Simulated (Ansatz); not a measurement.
## Field gradients at the nuclei in Ag2O

The cell is a COD entry, whose atoms a relaxation with PBE at fixed cell left in place.

Space group Pn-3m:1 (No. 224); a = 4.7306 Å.

```
site  Wyckoff  site symmetry       x       y       z
  Ag       4c           .-3m  0.7500  0.7500  0.7500
   O       2a           -43m  0.0000  0.0000  0.0000
```

One atom of each set is listed.

Level of theory: DFT, PBE, plane waves and PAW, scalar-relativistic, 420 eV cutoff, Γ-centred 4×4×4 k-points, Fermi–Dirac smearing 0.02 eV (Ansatz 0.2.0).

C_Q = eQV_zz/h, which is 24.18 MHz for Q = 1 b and V_zz = 10²¹ V/m²; η = (V_xx − V_yy)/V_zz. ν_Q = 3|C_Q|/[2I(2I − 1)].

¹⁷O: I = 5/2, Q = -25.58 mb. Nuclear quadrupole moments: year-2017 set (Pyykkö).

| site | atoms | first shell | C_Q (MHz) | η | ν_Q (MHz) |
| --- | --- | --- | --- | --- | --- |
| O | 2 | 4 Ag at 2.05 Å | 0 | – | 0 |

O sits on a cubic site, where every gradient vanishes.

Ag has no stable isotope with a ground-state quadrupole moment in the table, so these sites are left out.

The relaxation (1 step) took 4.9 s of wall time (5 s of CPU time) and 0.4 GiB at its peak, on 1 thread of Arm Neoverse V1 (aarch64; 8 cores open to the job, memory cap 3.0 GiB, no GPU), a shared host with a load of 0.6 a core.
